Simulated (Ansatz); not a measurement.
Crystal: PbSe (Clausthalite).

```
Pb Se
1.0
     0.00000    3.06065    3.06065
     3.06065    0.00000    3.06065
     3.06065    3.06065    0.00000
Pb Se
1 1
Direct
  0.00000 0.00000 0.00000
  0.50000 0.50000 0.50000
```

Base run:

| Property | Result |
| --- | --- |
| Program | Ansatz 0.2.0 |
| Functional | LDA |
| Potentials or basis | all-electron LAPW, relativistic spinors |
| Cutoff | 188 eV |
| Density cutoff | 751 eV |
| Basis error allowed | 0.001 eV/atom |
| k mesh | 6 × 6 × 6 |
| Occupations | fermi-dirac, width 0.05 eV |
| Spin | spin-orbit coupling, no magnetisation |

Its results: band gap on the k mesh 0.30 eV, direct; pressure -2.7 GPa.

Task: The run is repeated on the same cell with these changes: functional from LDA to PBE. What comes out?

Result: Band gap on the k mesh 0.20 eV, direct; pressure 1.8 GPa.

PBE binds less tightly than LDA, so the same cell stands under more pressure.

Not every run made on this cell is shown here.
